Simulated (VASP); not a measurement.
# Rb (Fm-3m) in VASP: further runs

The runs below take Rb through single point, with r2SCAN.

Everything below comes from runs of VASP 6.6.1. Logs are shortened: lines on timing, memory, paths and dates and some standing lists are left out, and cuts for length are marked.

## Step 1: The structure

The structure is cubic, space group Fm-3m (No. 225). The conventional cell has a = 7.280 Å, b = 7.280 Å, c = 7.280 Å, α = 90.00°, β = 90.00°, γ = 90.00°.

This isn't the form of Rb at room conditions, which is bcc.

## Step 2: Single point, r2SCAN

File INCAR:

```
  PREC = Accurate
  ENCUT = 350
  EDIFF = 1E-6
  ISMEAR = -1
  SIGMA = 0.15
  LREAL = F
  LASPH = T
  NELM = 100
  ALGO = Normal
  ISIF = 2
  LWAVE = F
  LCHARG = F
  METAGGA = R2SCAN
  LMIXTAU = T
  ADDGRID = F
```

File KPOINTS:

```
Automatic mesh
0
Gamma
  3 3 3
```

File POSCAR:

```
Rb
1.0
    0.0000000000      3.6398846700      3.6398846700
    3.6398846700      0.0000000000      3.6398846700
    3.6398846700      3.6398846700      0.0000000000
Rb
1
Direct
    0.0000000000      0.0000000000      0.0000000000
```

Potentials or basis: VASP PAW PBE potentials, release 64 (Rb_sv).

On the command line:

```console
> cat potpaw_PBE.64/Rb_sv/POTCAR > POTCAR
> mpirun -np 1 vasp_std > vasp.out
```

OUTCAR:

```text
PREC = Accurate
   ENCUT = 350
   EDIFF = 1E-6
   ISMEAR = -1
   LREAL = F
   LASPH = T
   NELM = 100
   ISIF = 2
   METAGGA = R2SCAN

 Found      4 irreducible k-points:

 Following reciprocal coordinates:
            Coordinates               Weight
  0.000000  0.000000  0.000000      1.000000
  0.333333  0.000000  0.000000      8.000000
  0.333333  0.333333  0.000000      6.000000
 -0.333333  0.333333  0.000000     12.000000
   k-points           NKPTS =      4   k-points in BZ     NKDIM =      4   number of bands    NBANDS=      8
   number of dos      NEDOS =    301   number of ions     NIONS =      1
   total plane-waves  NPLWV =  32768
   dimension x,y,z NGX =    32 NGY =   32 NGZ =   32
   dimension x,y,z NGXF=    64 NGYF=   64 NGZF=   64
   ions per type =               1
   NGX,Y,Z   is equivalent  to a cutoff of  10.33, 10.33, 10.33 a.u.
   NGXF,Y,Z  is equivalent  to a cutoff of  20.67, 20.67, 20.67 a.u.
 SYSTEM =  unknown system
   PREC   = accura    normal or accurate (medium, high low for compatibility)
   ISTART =      0    job   : 0-new  1-cont  2-samecut
   ICHARG =      2    charge: 1-file 2-atom 10-const
   ISPIN  =      1    spin polarized calculation?
   LNONCOLLINEAR =      F non collinear calculations
   LSORBIT =      F    spin-orbit coupling
   LASPH  =      T    aspherical Exc in radial PAW
   ENCUT  =  350.0 eV  25.72 Ry    5.07 a.u.   7.85  7.85  7.85*2*pi/ulx,y,z
   NELM   =    100;   NELMIN=  2; NELMDL= -5     # of ELM steps
   EDIFF  = 0.1E-05   stopping-criterion for ELM
   LREAL  =      F    real-space projection
   EDIFFG = 0.1E-04   stopping-criterion for IOM
   NSW    =      0    number of steps for IOM
   IBRION =     -1    ionic relax: 0-MD 1-quasi-New 2-CG
   NFREE  =      0    steps in history (QN), initial steepest desc. (CG)
   ISIF   =      2    stress and relaxation
   ISYM   =      2    0-nonsym 1-usesym 2-fastsym
   POTIM  = 0.5000    time-step for ionic-motion
   TEBEG  =    0.0;   TEEND  =   0.0 temperature during run
   PSTRESS=    0.0 pullay stress
   NELECT =       9.0000    total number of electrons
   NUPDOWN=      -1.0000    fix difference up-down
   EMIN   =  10.00;   EMAX   =-10.00  energy-range for DOS
   EFERMI =   0.00;   METHOD = LEGACY
   ISMEAR =    -1;   SIGMA  =   0.15  broadening in eV -4-tet -1-fermi 0-gaus
   EFERMI_NEDOS =   21; number of points for ismear=-14 and -15
   IALGO  =     38    algorithm
   IMIX   =      4    mixing-type and parameters
     AMIX     =   0.40;   BMIX     =  1.00
     AMIX_MAG =   1.60;   BMIX_MAG =  1.00
  volume/ion in A,a.u.               =      96.45       650.86
  Fermi-wavevector in a.u.,A,eV,Ry     =   0.742548  1.403213  7.501953  0.551378
  Thomas-Fermi vector in A             =   1.837453
   LORBIT       =      0    0 simple, 1 ext, 2 COOP (PROOUT), +10 PAW based schemes
   METAGGA = R2SCAN    functional components
   LHFCALC =     F    Hartree Fock is set to
   AEXX    =    0.0000 exact exchange contribution
   IVDW    =     0    specifies the selected vdW correction
   LEPSILON=     F    determine dielectric tensor
   LRPA    =     F    only Hartree local field effects (RPA)
 non-spin polarized calculation
  energy-cutoff  :      350.00
  volume of cell :       96.45
 maximum number of plane-waves:      1459
   NGX = 15   NGY = 15   NGZ = 15

 number of electron       9.0000000 magnetization

 Free energy of the ion-electron system (eV)
  ---------------------------------------------------
  ext. energy  EPLUGINS =         0.00000000
  ---------------------------------------------------
  free energy    TOTEN  =       -14.02095199 eV

  energy without entropy =      -13.97448780  energy(sigma->0) =      -13.99771989

 E-fermi :  -0.3602     XC(G=0):  -5.5842

 val. band max:       -0.5517331468   @ k =   0.3333   0.3333   0.0000
 cond. band min:       0.6879927868   @ k =  -0.3333   0.3333   0.0000
 fundamental gap:      1.2397259336
 Fermi energy:        -0.3601829053

 k-point     1 :       0.0000    0.0000    0.0000
  band No.  band energies     occupation
      1     -30.1637      2.00000
      2     -13.6580      2.00000
      3     -13.6580      2.00000
      4     -13.6580      2.00000
      5      -2.0803      1.99998
      6       3.8945      0.00000
      7       3.8945      0.00000
      8       3.8945      0.00000

 k-point     2 :       0.3333    0.0000    0.0000
  band No.  band energies     occupation
      1     -30.1613      2.00000
      2     -13.7184      2.00000
      3     -13.6661      2.00000
      4     -13.6661      2.00000
      5      -0.9076      1.94931
      6       1.7378      0.00000
      7       3.8095      0.00000
      8       3.8095      0.00000

 k-point     3 :       0.3333    0.3333    0.0000
  band No.  band energies     occupation
      1     -30.1605      2.00000
      2     -13.7153      2.00000
      3     -13.6797      2.00000
      4     -13.6796      2.00000
      5      -0.5517      1.56388
      6       2.2597      0.00000
      7       2.4934      0.00000
      8       4.2762      0.00000

 k-point     4 :      -0.3333    0.3333    0.0000
  band No.  band energies     occupation
      1     -30.1597      2.00000
      2     -13.7117      2.00000
      3     -13.7112      2.00000
      4     -13.6769      2.00000
      5       0.6880      0.00184
      6       1.5304      0.00001
      7       1.5354      0.00001
      8       4.0814      0.00000

------------------------ aborting loop because EDIFF is reached ----------------------------------------

  FORCE on cell =-STRESS in cart. coord.  units (eV):
  Direction    XX          YY          ZZ          XY          YZ          ZX
  --------------------------------------------------------------------------------------
  -------------------------------------------------------------------------------------
  Total       -0.0555701     -0.0555701     -0.0555701      0.0000000     -0.0000000      0.0000000
  in kB       -0.9231223     -0.9231223     -0.9231223      0.0000000     -0.0000000      0.0000000
  external PRESSURE =      -0.9231223 kB  Pullay stress =       0.0000000 kB

 VOLUME and BASIS-vectors are now :
 -----------------------------------------------------------------------------
  energy-cutoff  :      350.00
  volume of cell :       96.45
      direct lattice vectors                 reciprocal lattice vectors
     0.000000000  3.639884670  3.639884670    -0.137366990  0.137366990  0.137366990
     3.639884670  0.000000000  3.639884670     0.137366990 -0.137366990  0.137366990
     3.639884670  3.639884670  0.000000000     0.137366990  0.137366990 -0.137366990

 POSITION                                       TOTAL-FORCE (eV/Angst)
 -----------------------------------------------------------------------------------
      0.00000      0.00000      0.00000         0.000000      0.000000      0.000000
 -----------------------------------------------------------------------------------
    total drift:                                0.000000      0.000000      0.000000

  FREE ENERGIE OF THE ION-ELECTRON SYSTEM (eV)
  ---------------------------------------------------
  free  energy   TOTEN  =       -14.0209519881 eV

  energy  without entropy=      -13.9744877962  energy(sigma->0) =      -13.99771989
```

Wall time 17 s (1 thread of Intel Xeon 6975P-C (Granite Rapids), shared host); peak memory 0.18 GiB.

The run converged, but some of its settings lie outside the range that counts as converged, so its numbers aren't taken as properties of the crystal.

Results:

```yaml
Free_energy: -14.0210 eV
Pressure: -0.1 GPa
Band_gap_on_the_k_mesh: none (metal or under the smearing width)
```

Caveat: the k mesh is coarse (spacing up to 0.50 Å⁻¹), so the values aren't converged; the PAW data sets were made with another functional, which shifts forces and pressure a little.

## Step 3: Single point, r2SCAN

INCAR is that of step 2.

KPOINTS is that of step 2.

File POSCAR:

```
Rb
1.0
    0.0790870000      3.6559800000      3.6130310000
    3.6559400000      0.0406780000      3.6514400000
    3.6810400000      3.7194890000      0.0155780000
Rb
1
Direct
   -0.0191540000      0.0033960000      0.0084760000
```

Potentials or basis: VASP PAW PBE potentials, release 64 (Rb_sv).

On the command line:

```console
> cat potpaw_PBE.64/Rb_sv/POTCAR > POTCAR
> mpirun -np 1 vasp_std > vasp.out
```

Run time: 30 s. Hardware: 1 thread of Intel Xeon 6975P-C (Granite Rapids), shared host; peak memory 0.18 GiB.

These settings aren't checked as converged: the numbers below hold their error.

Results:

```yaml
Free_energy: -14.0200 eV
Pressure: -0.1 GPa
Band_gap_on_the_k_mesh: none (metal or under the smearing width)
```

Caveat: the k mesh is coarse (spacing up to 0.51 Å⁻¹), so the values aren't converged; the PAW data sets were made with another functional, which shifts forces and pressure a little.

## Step 4: Single point, r2SCAN

Edit INCAR of step 3 so:

```diff
@@ -1,3 +1,3 @@
   PREC = Accurate
-  ENCUT = 350
+  ENCUT = 400
   EDIFF = 1E-6
```

KPOINTS is that of step 3.

File POSCAR:

```
Rb
1.0
    0.0000000000      3.6398846700      3.6398846700
    3.6398846700      0.0000000000      3.6398846700
    3.6398846700      3.6398846700      0.0000000000
Rb
1
Direct
    0.0000000000      0.0000000000      0.0000000000
```

Potentials or basis: VASP PAW PBE potentials, release 64 (Rb_sv).

On the command line:

```console
> cat potpaw_PBE.64/Rb_sv/POTCAR > POTCAR
> mpirun -np 1 vasp_std > vasp.out
```

OUTCAR:

```text
PREC = Accurate
   ENCUT = 400
   EDIFF = 1E-6
   ISMEAR = -1
   LREAL = F
   LASPH = T
   NELM = 100
   ISIF = 2
   METAGGA = R2SCAN

 Found      4 irreducible k-points:

 Following reciprocal coordinates:
            Coordinates               Weight
  0.000000  0.000000  0.000000      1.000000
  0.333333  0.000000  0.000000      8.000000
  0.333333  0.333333  0.000000      6.000000
 -0.333333  0.333333  0.000000     12.000000
   k-points           NKPTS =      4   k-points in BZ     NKDIM =      4   number of bands    NBANDS=      8
   number of dos      NEDOS =    301   number of ions     NIONS =      1
   total plane-waves  NPLWV =  46656
   dimension x,y,z NGX =    36 NGY =   36 NGZ =   36
   dimension x,y,z NGXF=    72 NGYF=   72 NGZF=   72
   ions per type =               1
   NGX,Y,Z   is equivalent  to a cutoff of  11.63, 11.63, 11.63 a.u.
   NGXF,Y,Z  is equivalent  to a cutoff of  23.25, 23.25, 23.25 a.u.
 SYSTEM =  unknown system
   PREC   = accura    normal or accurate (medium, high low for compatibility)
   ISTART =      0    job   : 0-new  1-cont  2-samecut
   ICHARG =      2    charge: 1-file 2-atom 10-const
   ISPIN  =      1    spin polarized calculation?
   LNONCOLLINEAR =      F non collinear calculations
   LSORBIT =      F    spin-orbit coupling
   LASPH  =      T    aspherical Exc in radial PAW
   ENCUT  =  400.0 eV  29.40 Ry    5.42 a.u.   8.39  8.39  8.39*2*pi/ulx,y,z
   NELM   =    100;   NELMIN=  2; NELMDL= -5     # of ELM steps
   EDIFF  = 0.1E-05   stopping-criterion for ELM
   LREAL  =      F    real-space projection
   EDIFFG = 0.1E-04   stopping-criterion for IOM
   NSW    =      0    number of steps for IOM
   IBRION =     -1    ionic relax: 0-MD 1-quasi-New 2-CG
   NFREE  =      0    steps in history (QN), initial steepest desc. (CG)
   ISIF   =      2    stress and relaxation
   ISYM   =      2    0-nonsym 1-usesym 2-fastsym
   POTIM  = 0.5000    time-step for ionic-motion
   TEBEG  =    0.0;   TEEND  =   0.0 temperature during run
   PSTRESS=    0.0 pullay stress
   NELECT =       9.0000    total number of electrons
   NUPDOWN=      -1.0000    fix difference up-down
   EMIN   =  10.00;   EMAX   =-10.00  energy-range for DOS
   EFERMI =   0.00;   METHOD = LEGACY
   ISMEAR =    -1;   SIGMA  =   0.15  broadening in eV -4-tet -1-fermi 0-gaus
   EFERMI_NEDOS =   21; number of points for ismear=-14 and -15
   IALGO  =     38    algorithm
   IMIX   =      4    mixing-type and parameters
     AMIX     =   0.40;   BMIX     =  1.00
     AMIX_MAG =   1.60;   BMIX_MAG =  1.00
  volume/ion in A,a.u.               =      96.45       650.86
  Fermi-wavevector in a.u.,A,eV,Ry     =   0.742548  1.403213  7.501953  0.551378
  Thomas-Fermi vector in A             =   1.837453
   LORBIT       =      0    0 simple, 1 ext, 2 COOP (PROOUT), +10 PAW based schemes
   METAGGA = R2SCAN    functional components
   LHFCALC =     F    Hartree Fock is set to
   AEXX    =    0.0000 exact exchange contribution
   IVDW    =     0    specifies the selected vdW correction
   LEPSILON=     F    determine dielectric tensor
   LRPA    =     F    only Hartree local field effects (RPA)
 non-spin polarized calculation
  energy-cutoff  :      400.00
  volume of cell :       96.45
 maximum number of plane-waves:      1807
 NGX is ok and might be reduce to    36
   NGX = 17   NGY = 17   NGZ = 17

 number of electron       9.0000000 magnetization

 Free energy of the ion-electron system (eV)
  ---------------------------------------------------
  ext. energy  EPLUGINS =         0.00000000
  ---------------------------------------------------
  free energy    TOTEN  =       -14.02102741 eV

  energy without entropy =      -13.97456837  energy(sigma->0) =      -13.99779789

 E-fermi :  -0.3607     XC(G=0):  -5.5853

 val. band max:       -0.5522050417   @ k =   0.3333   0.3333   0.0000
 cond. band min:       0.6879348407   @ k =  -0.3333   0.3333   0.0000
 fundamental gap:      1.2401398825
 Fermi energy:        -0.3606623411

 k-point     1 :       0.0000    0.0000    0.0000
  band No.  band energies     occupation
      1     -30.1646      2.00000
      2     -13.6586      2.00000
      3     -13.6586      2.00000
      4     -13.6586      2.00000
      5      -2.0814      1.99998
      6       3.8965      0.00000
      7       3.8965      0.00000
      8       3.8965      0.00000

 k-point     2 :       0.3333    0.0000    0.0000
  band No.  band energies     occupation
      1     -30.1622      2.00000
      2     -13.7190      2.00000
      3     -13.6667      2.00000
      4     -13.6667      2.00000
      5      -0.9081      1.94933
      6       1.7386      0.00000
      7       3.8116      0.00000
      8       3.8116      0.00000

 k-point     3 :       0.3333    0.3333    0.0000
  band No.  band energies     occupation
      1     -30.1614      2.00000
      2     -13.7159      2.00000
      3     -13.6803      2.00000
      4     -13.6803      2.00000
      5      -0.5522      1.56386
      6       2.2605      0.00000
      7       2.4946      0.00000
      8       4.2790      0.00000

 k-point     4 :      -0.3333    0.3333    0.0000
  band No.  band energies     occupation
      1     -30.1606      2.00000
      2     -13.7124      2.00000
      3     -13.7118      2.00000
      4     -13.6776      2.00000
      5       0.6879      0.00184
      6       1.5312      0.00001
      7       1.5361      0.00001
      8       4.0838      0.00000

------------------------ aborting loop because EDIFF is reached ----------------------------------------

  FORCE on cell =-STRESS in cart. coord.  units (eV):
  Direction    XX          YY          ZZ          XY          YZ          ZX
  --------------------------------------------------------------------------------------
  -------------------------------------------------------------------------------------
  Total       -0.0505823     -0.0505823     -0.0505823     -0.0000000      0.0000000     -0.0000000
  in kB       -0.8402652     -0.8402652     -0.8402652     -0.0000000      0.0000000     -0.0000000
  external PRESSURE =      -0.8402652 kB  Pullay stress =       0.0000000 kB

 VOLUME and BASIS-vectors are now :
 -----------------------------------------------------------------------------
  energy-cutoff  :      400.00
  volume of cell :       96.45
      direct lattice vectors                 reciprocal lattice vectors
     0.000000000  3.639884670  3.639884670    -0.137366990  0.137366990  0.137366990
     3.639884670  0.000000000  3.639884670     0.137366990 -0.137366990  0.137366990
     3.639884670  3.639884670  0.000000000     0.137366990  0.137366990 -0.137366990

 POSITION                                       TOTAL-FORCE (eV/Angst)
 -----------------------------------------------------------------------------------
      0.00000      0.00000      0.00000         0.000000      0.000000      0.000000
 -----------------------------------------------------------------------------------
    total drift:                               -0.000000      0.000000      0.000000

  FREE ENERGIE OF THE ION-ELECTRON SYSTEM (eV)
  ---------------------------------------------------
  free  energy   TOTEN  =       -14.0210274055 eV

  energy  without entropy=      -13.9745683685  energy(sigma->0) =      -13.99779789
```

stdout:

```text
POSCAR found type information on POSCAR Rb
 POSCAR found :  1 types and       1 ions
 scaLAPACK will be used
 -----------------------------------------------------------------------------
|                                                                             |
|                                                                             |
|     You enforced a specific xc type in the INCAR file but a different       |
|     I HOPE YOU KNOW WHAT YOU ARE DOING!                                     |
|                                                                             |
 -----------------------------------------------------------------------------

 LDA part: xc-table for (None), standard interpolation
 POSCAR, INCAR and KPOINTS ok, starting setup
 FFT: planning ... GRIDC
 FFT: planning ... GRID_SOFT
 FFT: planning ... GRID
 WAVECAR not read
 entering main loop
```

It took 23 s on 1 thread of Intel Xeon 6975P-C (Granite Rapids), shared host; peak memory 0.21 GiB.

The run converged, but some of its settings lie outside the range that counts as converged, so its numbers aren't taken as properties of the crystal.

Results:

```
Free energy            : -14.0210 eV
Pressure               : -0.1 GPa
Band gap on the k mesh : none (metal or under the smearing width)
```

Caveat: the k mesh is coarse (spacing up to 0.50 Å⁻¹), so the values aren't converged; the PAW data sets were made with another functional, which shifts forces and pressure a little.

## Step 5: Single point, r2SCAN

INCAR is that of step 4.

KPOINTS is that of step 4.

File POSCAR:

```
Rb
1.0
    0.0790870000      3.6559800000      3.6130310000
    3.6559400000      0.0406780000      3.6514400000
    3.6810400000      3.7194890000      0.0155780000
Rb
1
Direct
   -0.0191540000      0.0033960000      0.0084760000
```

On the command line:

```console
> cat potpaw_PBE.64/Rb_sv/POTCAR > POTCAR
> mpirun -np 1 vasp_std > vasp.out
```

Wall time 35 s (1 thread of Intel Xeon 6975P-C (Granite Rapids), shared host); peak memory 0.21 GiB.

The run converged, but some of its settings lie outside the range that counts as converged, so its numbers aren't taken as properties of the crystal.

Results:

```yaml
Free_energy: -14.0201 eV
Pressure: -0.2 GPa
Band_gap_on_the_k_mesh: none (metal or under the smearing width)
```

Caveat: the k mesh is coarse (spacing up to 0.51 Å⁻¹), so the values aren't converged; the PAW data sets were made with another functional, which shifts forces and pressure a little.

(Part 1 of 2 ends here.)
